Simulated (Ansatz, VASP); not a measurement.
One calculation of MgO, two programs

```
CELL_PARAMETERS angstrom
2.60749 0.00000 0.00000
-1.30375 2.25816 0.00000
0.00000 0.00000 2.67968
ATOMIC_POSITIONS crystal
Mg 0.00000 0.00000 0.00000
O 0.33333 0.66667 0.50000
```

Change from the starting cell: strain -0.1125 x Voigt [1, 1, 0, 0, 0, 0], atoms carried along.

Alike in both runs: task single point; functional PBEsol; k mesh 9 × 9 × 8; occupations gaussian, width 0.05 eV; no spin polarisation.

|  | VASP | Ansatz |
| --- | --- | --- |
| version | VASP 6.6.1 | Ansatz 0.2.0 |
| potentials or method | VASP PAW PBE potentials, release 64 (Mg, O) | scalar-relativistic, plane waves, PAW |
| plane-wave cutoff (eV) | 520 | 420 |
| valence electrons in the cell | 8 | 16 |

VASP gave:

```
gap on the k mesh at the Fermi level (eV)       : 3.66
least direct gap on the mesh (eV)               : 4.05
pressure (GPa)                                  : 44.2
largest component of the traceless stress (GPa) : 51.85
```

**Question.** Which values does Ansatz return?

**Answer.** gap on the k mesh at the Fermi level (eV): 3.65; least direct gap on the mesh (eV): 4.04; pressure (GPa): 44.0; largest component of the traceless stress (GPa): 51.45.

The functional is the same, so the differences come from potentials, cutoffs and numerics. The two sets of potentials don't hold the same shells in valence.

Caveats: so large a pressure means that the cell lies far from this level's equilibrium, or that cutoff or potentials fall short (VASP); the potentials were made for another functional, which shifts forces and pressure (VASP); an odd mesh through Γ misses points on the zone boundary, where band edges often lie.
